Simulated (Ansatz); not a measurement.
Write the native input for Ansatz 0.2.0 that does the following.

```
Task                                : band structure
Functional                          : LDA
Potentials or basis                 : Ansatz PAW
Cutoff                              : 420 eV (not typed: the program's choice for these potentials)
k mesh                              : 5 × 5 × 3
Occupations                         : fermi-dirac, width 0.05 eV
Spin                                : spin-orbit coupling, no magnetisation
Path                                : [["G", "M", "K", "G", "A", "L", "H", "A"], ["L", "M"], ["K", "H"]]
Points for each segment of the path : 14
```

Crystal: CdS (Greenockite).

```
Cd S
1.0
     4.15000    0.00000    0.00000
    -2.07500    3.59401    0.00000
     0.00000    0.00000    6.73700
Cd S
2 2
Direct
  0.66667 0.33333 0.50000
  0.33333 0.66667 0.00000
  0.66667 0.33333 0.87500
  0.33333 0.66667 0.37500
```

The input as run:

input.yaml

```yaml
crystal:
  lattice:
    - [4.15, 0.0, 0.0]
    - [-2.075, 3.5940054257, 0.0]
    - [0.0, 0.0, 6.737]
  atoms:
    - { symbol: Cd, position: [0.6666666667, 0.3333333333, 0.5] }
    - { symbol: Cd, position: [0.3333333333, 0.6666666667, 0.0] }
    - { symbol: S, position: [0.6666666667, 0.3333333333, 0.875] }
    - { symbol: S, position: [0.3333333333, 0.6666666667, 0.375] }
hamiltonian:
  xc: lda
  pseudopotentials: { kind: paw_fr }
magnetization:
  noncollinear: true
  spin_orbit: true
kpoints:
  mp_grid: { grid: [5, 5, 3] }
  band_path:
    path:
      - [[0.0, 0.0, 0.0], [0.5, 0.0, 0.0], [0.3333333333, 0.3333333333, 0.0], [0.0, 0.0, 0.0], [0.0, 0.0, 0.5], [0.5, 0.0, 0.5], [0.3333333333, 0.3333333333, 0.5], [0.0, 0.0, 0.5]]
      - [[0.5, 0.0, 0.5], [0.5, 0.0, 0.0]]
      - [[0.3333333333, 0.3333333333, 0.0], [0.3333333333, 0.3333333333, 0.5]]
    npoints: 14
scf:
  occupations: { method: fermi_dirac, width: 0.05 }
  n_extra_bands: 10
output:
  forces: true
  stress: true
  eigenvalues: true
  fatbands: true
```

Potentials or basis: Ansatz PAW.

Command:

```sh
$ ansatz run input.yaml --threads 2 --pin off --max-ram 5632MiB --backend cpu --events-out ev --progress --plain --runs-dir out
```

Results of the run:

The pressure is -3.2 GPa. The largest force is 0.058 eV/Å. The band gap on the k mesh is 0.89 eV, direct. The band gap along the path is 0.89 eV, direct.

Caveat: the PAW data sets come from PBE, with cores solved anew for the run's functional, which leaves a small shift of forces and pressure.

It took 2.2 min on 2 threads of Intel(R) Xeon(R) Processor @ 2.50GHz (Skylake/Cascade Lake), on a shared host, peak memory 0.99 GiB.
